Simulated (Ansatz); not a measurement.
# LiH: computed DOS

```cif
data_structure
_symmetry_space_group_name_H-M 'Fm-3m'
_symmetry_Int_Tables_number 225
_cell_length_a 4.0070
_cell_length_b 4.0070
_cell_length_c 4.0070
_cell_angle_alpha 90.000
_cell_angle_beta 90.000
_cell_angle_gamma 90.000
_cell_volume 64.34
loop_
_atom_site_label
_atom_site_type_symbol
_atom_site_symmetry_multiplicity
_atom_site_Wyckoff_symbol
_atom_site_fract_x
_atom_site_fract_y
_atom_site_fract_z
_atom_site_occupancy
Li1 Li 4 a 0.00000 0.00000 0.00000 1
H1 H 4 b 0.50000 0.00000 0.00000 1
```

The runs use the primitive cell with vectors (0.000, 2.003, 2.003), (2.003, 0.000, 2.003), (2.003, 2.003, 0.000) Å, to which the k mesh refers.

The structure comes from a relaxation in the same program, started in the rocksalt type, and has space group Fm-3m. Whether it is a known phase or the ground state wasn't checked.

Theory: DFT, PBE, all-electron LAPW, scalar-relativistic (Ansatz 0.2.0).

The runs use a Γ-centred 14×14×14 k mesh, Fermi–Dirac smearing of 0.08 eV, basis error target 1 meV/atom, no spin polarisation.

Question: Which of the resolved shells contributes most in the top eV of the valence band?

Answer: H 1s, with 93 % of all states there; Li 2s follows with 4 %.

Question: Tabulate the density of states.

Answer: States per eV and cell, averaged over 0.6 eV, from -5.3 to 3.5 eV, with energies (bin centres) from the valence-band top; empty bins are left out. The partial columns, the largest 2 alone, are projections on Löwdin-orthogonalised atomic shells (those that the program's projection atoms carry: the occupied ones and, for some elements, an empty d or f shell; other empty shells have no column), summed over atoms of an element. Weights on diffuse s and p shells depend on that basis and aren't pure angular character.
| E (eV) | total | H 1s | Li 2s |
| --- | --- | --- | --- |
| -5.1 | 0.13 | 0.05 | 0.07 |
| -4.5 | 0.22 | 0.11 | 0.11 |
| -3.9 | 0.29 | 0.17 | 0.11 |
| -3.3 | 0.38 | 0.26 | 0.11 |
| -2.7 | 0.56 | 0.45 | 0.09 |
| -2.1 | 0.56 | 0.48 | 0.06 |
| -1.5 | 0.49 | 0.43 | 0.04 |
| -0.9 | 0.44 | 0.40 | 0.02 |
| -0.3 | 0.26 | 0.24 | 0.01 |
| 3.3 | 0.06 | 0.00 | 0.01 |
